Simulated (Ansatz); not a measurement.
# Slab bands of honeycomb SnTe, single

Wanted: the bands of honeycomb SnTe, single, and its levels against the vacuum.

Method: plane-wave DFT, PBE-D3(BJ), Ansatz PAW, in the first sound run; inputs show where later runs differ, in Ansatz 0.2.0.

## (1) The starting structure

The cell holds 2 atoms: 1 Te and 1 Sn. Cell: a = 4.180 Å, b = 4.180 Å, c = 19.690 Å, α = 90.0°, β = 90.0°, γ = 120.0°. Vacuum lies along c.

## (2) Relaxation

The structure is relaxed first, because levels and dipoles at a surface follow the positions of the outer atoms.

File input.yaml:

```yaml
crystal:
  lattice:
    - [4.18, 0.0, 0.0]
    - [-2.09, 3.6199861878, 0.0]
    - [0.0, 0.0, 19.69]
  atoms:
    - { symbol: Te, position: [0.6666666667, 0.3333333333, 0.4570848146] }
    - { symbol: Sn, position: [0.3333333333, 0.6666666667, 0.5429151854] }
kpoints:
  mp_grid: { grid: [12, 12, 1] }
hamiltonian:
  xc: pbe
  dispersion: d3bj
scf:
  occupations: { method: fermi_dirac, width: 0.1 }
  convergence: { dr2_threshold: 1.0e-08 }
efield:
  axis: 3
  dipole_correction: true
  ramp_position: 0.97
  ramp_width: 0.06
relax:
  f_tol: 0.01
  max_steps: 60
output:
  write_potential: true
  write_density: true
  volumetric_format: npy
```

Started as:

```bash
ansatz run input.yaml --threads 2 --pin off --max-ram 3072MiB --backend cpu --events-out ev --progress --plain --runs-dir out
```

Numbers of over 12 decimals in the logs are rounded to 6 here.

The program printed:

```text
Engine: ansatz 0.2.0, aarch64-unknown-linux-gnu
Pseudopotentials: kind: paw
Pseudopotential: Te, paw, valence charge 16, recommended cutoff 420 eV (normal), Te.paw.azcp
Pseudopotential: Sn, paw, valence charge 14, recommended cutoff 420 eV (normal), Sn.paw.azcp
Functional definition: PBE
  parameter kappa = 0.804
  parameter beta = 0.066725
  exchange = pbe_x(kappa = kappa, mu = beta*pi^2/3)
  correlation = pbe_c(beta = beta)
Crystal: 2 atoms, lattice volume = 297.940 Å³
Basis set: ecut = 420 eV, 5711 PW (Γ), exchange–correlation on 60×60×270 points (8 copies of the dense FFT grid, shifted against one another)
Bands: 19, of which v1, the nominal top of the filled ones, is band 15 counted from 1 (14 counted from 0)
Symmetry: 6 space group operations
Space group: P3m1 (ITA 156), of the structure as read, at distance tolerance 6.7e-5 Å
k-points: 19 of 144 (time reversal used)
Non-local potential: Te, projectors of the file, l = 0: 2, l = 1: 2, l = 2: 2, l = 3: 2
Non-local potential: Sn, projectors of the file, l = 0: 2, l = 1: 2, l = 2: 2, l = 3: 2
PAW form: soft (Blöchl's): semilocal exchange-correlation on the pseudo side does not see the compensation charge
PAW one-centre angular grid: Te, 590 points (default); XC on 64 Gauss nodes
PAW one-centre angular grid: Sn, 590 points (default); XC on 64 Gauss nodes
Initial density: superposition of atomic densities (neutral atoms: chi_scale 0, normalization atom), corrected by the library's trained network
Initial wavefunctions: pseudopotential atomic-orbital guess
Functional: x = pbe(κ = 0.804, μ = 0.219515), c = pbe(β = 0.066725)
SCF iter   1: F=—  HF=-13004.930276 eV  |F-HF|=—  |Δ(HF+E_count)|=         —  Δρ=8.98e-4  dr2=6.08e-3  ethr=1.77e-3  p=0.036 e·Å  D=2.20e-2 V/Å  ΔV_dip=-0.43 eV  dr2_dipole=4.88e-6  V_vac-E_F(+/−)=3.92/4.35 eV  ⟨swp⟩=7.5  Hψ=2136  notcnv=0
efield: sawtooth ramp at fractional position 0.9700 (set: `efield.ramp_position`, or a place that a band, a saddle search or an elastic batch's reference lends), width 0.0600; the density the first Hamiltonian is built on has a dipole p = 0.036 e·Å; the dipole correction subtracts the counter field D = 2.20e-2 V/Å, which shifts the + side's vacuum level by -0.43 eV against the − side's; the planar-averaged density in the ramp window peaks in size at 8.5e-6 e/Å³
preconditioner: auto → Resta (q_TF=auto, 1.861 Å⁻¹)  ε∞=1.7  [insulator: Δε(μ)=1.867 eV  Ē_g=7.896 eV  σ=0.100 eV  W_gap=1.00  n_scr=40 (ndim 8)  ℏωp=6.8 eV  f_vac=0.706  D(μ)=0.00/eV (n_scr^D=0)  ε∞_Penn≈1.7  vacuum switching on, ρ_ref=4.5e-3 e/Å³]
SCF iter   2: F=—  HF=-13004.930659 eV  |F-HF|=—  |Δ(HF+E_count)|=   3.83e-4  Δρ=4.48e-4  dr2=1.21e-3  ethr=2.03e-5  p=0.039 e·Å  D=2.36e-2 V/Å  ΔV_dip=-0.46 eV  dr2_dipole=1.52e-4  V_vac-E_F(+/−)=4.00/4.46 eV  ⟨swp⟩=2.9  Hψ=1001  notcnv=0
SCF iter   3: F=—  HF=-13004.931698 eV  |F-HF|=—  |Δ(HF+E_count)|=   1.04e-3  Δρ=2.81e-4  dr2=1.38e-3  ethr=4.04e-6  p=0.047 e·Å  D=2.84e-2 V/Å  ΔV_dip=-0.56 eV  dr2_dipole=2.17e-4  V_vac-E_F(+/−)=3.99/4.55 eV  ⟨swp⟩=2.0  Hψ=603  notcnv=0
SCF iter   4: F=—  HF=-13004.932027 eV  |F-HF|=—  |Δ(HF+E_count)|=   3.29e-4  Δρ=1.54e-4  dr2=4.66e-4  ethr=4.04e-6  p=0.043 e·Å  D=2.58e-2 V/Å  ΔV_dip=-0.51 eV  dr2_dipole=1.16e-4  V_vac-E_F(+/−)=4.03/4.54 eV  ⟨swp⟩=2.0  Hψ=449  notcnv=0
SCF iter   5: F=—  HF=-13004.932101 eV  |F-HF|=—  |Δ(HF+E_count)|=   7.43e-5  Δρ=6.59e-5  dr2=5.19e-5  ethr=1.55e-6  p=0.045 e·Å  D=2.72e-2 V/Å  ΔV_dip=-0.53 eV  dr2_dipole=1.17e-5  V_vac-E_F(+/−)=4.03/4.57 eV  ⟨swp⟩=1.7  Hψ=381  notcnv=0
SCF iter   6: F=—  HF=-13004.932121 eV  |F-HF|=—  |Δ(HF+E_count)|=   2.00e-5  Δρ=1.46e-5  dr2=1.67e-6  ethr=1.73e-7  p=0.046 e·Å  D=2.78e-2 V/Å  ΔV_dip=-0.55 eV  dr2_dipole=2.88e-7  V_vac-E_F(+/−)=4.04/4.58 eV  ⟨swp⟩=2.0  Hψ=421  notcnv=0
SCF iter   7: F=—  HF=-13004.932080 eV  |F-HF|=—  |Δ(HF+E_count)|=   4.13e-5  Δρ=2.39e-6  dr2=3.72e-8  ethr=5.55e-9  p=0.046 e·Å  D=2.79e-2 V/Å  ΔV_dip=-0.55 eV  dr2_dipole=3.66e-9  V_vac-E_F(+/−)=4.04/4.59 eV  ⟨swp⟩=2.0  Hψ=440  notcnv=0
SCF iter   8: F=-13004.932080 eV  HF=-13004.932080 eV  |F-HF|=2.49e-10  |Δ(HF+E_count)|=   2.29e-8  Δρ=4.84e-7  dr2=9.65e-10  ethr=3.33e-11  p=0.046 e·Å  D=2.79e-2 V/Å  ΔV_dip=-0.55 eV  dr2_dipole=7.82e-12  V_vac-E_F(+/−)=4.04/4.59 eV  ⟨swp⟩=9.2  Hψ=2229  notcnv=0
SCF 1 converged in 8 iterations: F = -13004.932080 eV  dr2 = 9.65e-10
  greatest PAW one-centre occupation: 0.998 electrons in one spin orbital (limit 2), on the Te atom at site 0 (counted from 0), in its partial waves of l = 2
relax step   1: F+E_penalty+E_count = -13004.93207962 eV  Δ(F+E_penalty+E_count) = +0.000e0 eV  max|allowed force component| = 3.990e-2 eV/Å  Δτ_max = 0.0000 Å  (8 SCF iters, accepted)
Initial density: handed on by an earlier stage of this run
Initial wavefunctions: those handed on with the density
iter 1 solved again at ethr=1.60e-6 eV; its pass at ethr=3.10e-3 eV (dr2=4.80e-4 eV) is discarded
SCF iter   1: F=—  HF=-13004.932086 eV  |F-HF|=—  |Δ(HF+E_count)|=         —  Δρ=1.80e-4  dr2=4.80e-4  ethr=1.60e-6  p=0.046 e·Å  D=2.79e-2 V/Å  ΔV_dip=-0.55 eV  dr2_dipole=7.76e-5  V_vac-E_F(+/−)=4.03/4.58 eV  ⟨swp⟩=2.0  Hψ=1304  notcnv=0
efield: sawtooth ramp at fractional position 0.9700 (set: `efield.ramp_position`, or a place that a band, a saddle search or an elastic batch's reference lends), width 0.0600; the density the first Hamiltonian is built on has a dipole p = 0.046 e·Å; the dipole correction subtracts the counter field D = 2.79e-2 V/Å, which shifts the + side's vacuum level by -0.55 eV against the − side's; the planar-averaged density in the ramp window peaks in size at 2.1e-6 e/Å³
preconditioner: auto → Resta (q_TF=auto, 1.861 Å⁻¹)  ε∞=1.7  [insulator: Δε(μ)=1.921 eV  Ē_g=7.935 eV  σ=0.100 eV  W_gap=1.00  n_scr=40 (ndim 8)  ℏωp=6.8 eV  f_vac=0.706  D(μ)=0.00/eV (n_scr^D=0)  ε∞_Penn≈1.7  vacuum switching on, ρ_ref=4.6e-3 e/Å³]
SCF iter   2: F=—  HF=-13004.932112 eV  |F-HF|=—  |Δ(HF+E_count)|=   2.67e-5  Δρ=1.90e-4  dr2=8.52e-4  ethr=1.60e-6  p=0.041 e·Å  D=2.51e-2 V/Å  ΔV_dip=-0.49 eV  dr2_dipole=1.96e-4  V_vac-E_F(+/−)=4.07/4.56 eV  ⟨swp⟩=2.2  Hψ=488  notcnv=0
SCF iter   3: F=—  HF=-13004.931995 eV  |F-HF|=—  |Δ(HF+E_count)|=   1.17e-4  Δρ=7.97e-5  dr2=2.05e-5  ethr=1.60e-6  p=0.044 e·Å  D=2.68e-2 V/Å  ΔV_dip=-0.53 eV  dr2_dipole=3.92e-7  V_vac-E_F(+/−)=4.05/4.58 eV  ⟨swp⟩=1.8  Hψ=387  notcnv=0
SCF iter   4: F=—  HF=-13004.931987 eV  |F-HF|=—  |Δ(HF+E_count)|=   8.31e-6  Δρ=1.87e-5  dr2=8.57e-7  ethr=6.84e-8  p=0.044 e·Å  D=2.69e-2 V/Å  ΔV_dip=-0.53 eV  dr2_dipole=1.16e-8  V_vac-E_F(+/−)=4.05/4.58 eV  ⟨swp⟩=2.0  Hψ=456  notcnv=0
SCF iter   5: F=—  HF=-13004.931945 eV  |F-HF|=—  |Δ(HF+E_count)|=   4.20e-5  Δρ=3.72e-6  dr2=5.70e-8  ethr=2.86e-9  p=0.044 e·Å  D=2.70e-2 V/Å  ΔV_dip=-0.53 eV  dr2_dipole=4.61e-9  V_vac-E_F(+/−)=4.05/4.58 eV  ⟨swp⟩=2.4  Hψ=447  notcnv=0
SCF iter   6: F=-13004.931945 eV  HF=-13004.931945 eV  |F-HF|=1.99e-9  |Δ(HF+E_count)|=   2.70e-8  Δρ=8.34e-7  dr2=2.39e-9  ethr=3.33e-11  p=0.044 e·Å  D=2.70e-2 V/Å  ΔV_dip=-0.53 eV  dr2_dipole=1.21e-10  V_vac-E_F(+/−)=4.05/4.58 eV  ⟨swp⟩=9.1  Hψ=2204  notcnv=0
SCF 2 converged in 6 iterations: F = -13004.931945 eV  dr2 = 2.39e-9
relax step   2: F+E_penalty+E_count = -13004.93194514 eV  Δ(F+E_penalty+E_count) = +1.345e-4 eV  max|allowed force component| = 5.983e-2 eV/Å  Δτ_max = 0.0068 Å  (6 SCF iters, rejected (line search))
SCF iter   1: F=—  HF=-13004.932270 eV  |F-HF|=—  |Δ(HF+E_count)|=         —  Δρ=1.09e-4  dr2=1.75e-4  ethr=5.80e-6  p=0.044 e·Å  D=2.70e-2 V/Å  ΔV_dip=-0.53 eV  dr2_dipole=2.82e-5  V_vac-E_F(+/−)=4.05/4.58 eV  ⟨swp⟩=2.0  Hψ=834  notcnv=0
efield: sawtooth ramp at fractional position 0.9700 (set: `efield.ramp_position`, or a place that a band, a saddle search or an elastic batch's reference lends), width 0.0600; the density the first Hamiltonian is built on has a dipole p = 0.044 e·Å; the dipole correction subtracts the counter field D = 2.70e-2 V/Å, which shifts the + side's vacuum level by -0.53 eV against the − side's; the planar-averaged density in the ramp window peaks in size at 2.2e-6 e/Å³
preconditioner: auto → Resta (q_TF=auto, 1.861 Å⁻¹)  ε∞=1.7  [insulator: Δε(μ)=1.911 eV  Ē_g=7.927 eV  σ=0.100 eV  W_gap=1.00  n_scr=40 (ndim 8)  ℏωp=6.8 eV  f_vac=0.705  D(μ)=0.00/eV (n_scr^D=0)  ε∞_Penn≈1.7  vacuum switching on, ρ_ref=4.6e-3 e/Å³]
SCF iter   2: F=—  HF=-13004.932281 eV  |F-HF|=—  |Δ(HF+E_count)|=   1.08e-5  Δρ=1.15e-4  dr2=3.15e-4  ethr=5.83e-7  p=0.047 e·Å  D=2.87e-2 V/Å  ΔV_dip=-0.57 eV  dr2_dipole=7.25e-5  V_vac-E_F(+/−)=4.03/4.60 eV  ⟨swp⟩=2.8  Hψ=694  notcnv=0
SCF iter   3: F=—  HF=-13004.932239 eV  |F-HF|=—  |Δ(HF+E_count)|=   4.21e-5  Δρ=4.82e-5  dr2=7.50e-6  ethr=5.83e-7  p=0.046 e·Å  D=2.77e-2 V/Å  ΔV_dip=-0.54 eV  dr2_dipole=1.69e-7  V_vac-E_F(+/−)=4.04/4.59 eV  ⟨swp⟩=1.8  Hψ=387  notcnv=0
SCF iter   4: F=—  HF=-13004.932189 eV  |F-HF|=—  |Δ(HF+E_count)|=   4.94e-5  Δρ=1.16e-5  dr2=3.29e-7  ethr=2.50e-8  p=0.045 e·Å  D=2.76e-2 V/Å  ΔV_dip=-0.54 eV  dr2_dipole=4.99e-9  V_vac-E_F(+/−)=4.04/4.59 eV  ⟨swp⟩=2.0  Hψ=456  notcnv=0
SCF iter   5: F=—  HF=-13004.932189 eV  |F-HF|=—  |Δ(HF+E_count)|=   4.41e-8  Δρ=2.25e-6  dr2=2.10e-8  ethr=1.10e-9  p=0.045 e·Å  D=2.76e-2 V/Å  ΔV_dip=-0.54 eV  dr2_dipole=1.80e-9  V_vac-E_F(+/−)=4.04/4.59 eV  ⟨swp⟩=2.5  Hψ=449  notcnv=0
SCF iter   6: F=-13004.932189 eV  HF=-13004.932189 eV  |F-HF|=7.39e-10  |Δ(HF+E_count)|=   1.03e-8  Δρ=5.13e-7  dr2=1.00e-9  ethr=3.33e-11  p=0.045 e·Å  D=2.76e-2 V/Å  ΔV_dip=-0.54 eV  dr2_dipole=5.33e-11  V_vac-E_F(+/−)=4.04/4.59 eV  ⟨swp⟩=8.4  Hψ=2081  notcnv=0
SCF 3 converged in 6 iterations: F = -13004.932189 eV  dr2 = 1.00e-9
relax step   3: F+E_penalty+E_count = -13004.93218946 eV  Δ(F+E_penalty+E_count) = -1.098e-4 eV  max|allowed force component| = 3.668e-4 eV/Å  Δτ_max = 0.0027 Å  (6 SCF iters, accepted)
NSCF: frozen V_eff on 19 k-points
the band table was solved once a step of the walk had ended and its energy, with any forces and stress, was formed, with the checks that follow a solve (2312 applications of the Hamiltonian). They found nothing against the state; the energy, forces and stress were not computed again (output.eigenvalues in the input reference)
SCF converged after 6 iterations
Free energy (F): -13004.932189 eV
Harris-Foulkes:  -13004.932189 eV  (|F-HF|=7.39e-10)
Internal energy: -13004.932154 eV  (E = F + TS)
E sigma→0 (E₀):  -13004.932172 eV
Entropy (-TS):   -0.000035 eV (-0.018 meV/atom)
Fermi energy:    -1.414635 eV
Dipole field:    D = 0.027560 V/Å  (p = 0.045378 e·Å, saw-weighted, corrected)
Work function:   Φ+ = 4.0425 eV   Φ− = 4.5852 eV
Levels:          The Fermi level and band energies are counted from a zero that moves with the ramp; work functions are not
--- Per-component energies (eV) ---
  E_band       = -675.521886
  E_kinetic    = 365.091943
  E_local      = -14430.998826  (includes V_loc(G=0)·N_el)
  E_nonlocal   = -342.830745
  E_hartree    = 7332.097306
  E_xc         = -506.209383
  E_vxc        = -198.916051  (∫ρ·V_xc dr)
  E_paw        = -8796.684336  (= ΣΔE_a)
  E_vpaw       = -732.109496  (= ΣTr[D̂ρ^β])
  E_aug_tail   = -0.000206  (compensation charges beyond the density's cutoff)
  E_efield     = 0.000625  (sawtooth field / dipole correction)
  E_vefield    = 0.047677  (∫n·V_field dr)
  E_ewald      = 3375.028162
  E_disp       = -0.426696  (pairwise vdW)
  E_smearing   = -0.000035  (= −TS)
  E_closure    = -0.000000  (closes the sum)
  Σ components = -13004.932189   (vs F -13004.932189, Δ=0.00e0)
--- Forces (eV/Å), atoms counted from 1 ---
  atom   1  Te     0.00000000     0.00000000     0.00036386
  atom   2  Sn    -0.00000000    -0.00000000    -0.00036973
  max |Σ_I F_I| component: 5.86e-6 eV/Å
--- Band table (eV; the first three rows and the last of 19) ---
  k-point 0: bands = [... 11 lower, -7.8808, -2.6417, -2.3823, -2.3823, -0.2578, 1.3416, 1.3416, 2.3121]
  k-point 1: bands = [... 11 lower, -7.8696, -2.9504, -2.5442, -2.4941, 0.0892, 1.1657, 1.4400, 2.4070]
  k-point 2: bands = [... 11 lower, -7.8609, -3.7903, -2.7637, -2.5151, 0.0576, 1.3256, 1.6346, 2.6656]
  k-point 18: bands = [... 11 lower, -8.5592, -5.2661, -4.0862, -3.2959, -0.3120, 1.3598, 1.8796, 4.7025]
--- Relaxed structure (3 steps of the walk, 2 accepted, 0 SCFs on fresh bases) ---
  F+E_penalty+E_count = -13004.93218946 eV   max|allowed force component| = 3.668e-4 eV/Å
  atoms:
    - { symbol: Te, position: [0.666667, 0.333333, 0.457223] }
    - { symbol: Sn, position: [0.333333, 0.666667, 0.542777] }
```

The job ended after 22 s (2 threads of Arm Neoverse N1, shared host; peak memory 0.5 GiB).

No atom moved by 0.005 Å in the relaxation.

Numbers from this step:

```yaml
dipole_along_the_normal: 0.04538 e·Å
step_between_the_vacuum_levels: -0.5426 eV
```

The relaxation took 3 steps and lowered the energy by 1.1e-4 eV; the largest force on the free atoms ends at 3.7e-4 eV/Å.

The gap is 1.91 eV.

(Part 1 of 3 ends here.)

[Logs are printed without paths, hosts, clocks, repeated set-up lines and the standing remarks that a program may print on its own settings, such as how far it seeks lower states.]

[Hosts, paths, dates, database ids (printed as entryN), source tags and the programs' standing remarks are cut or masked in the printed files.]

[Maps of the electrostatic potential energy from Ansatz leave out the sawtooth potential of an applied field or a dipole correction, so their vacuum need not be flat; planar profiles and work functions include it.]
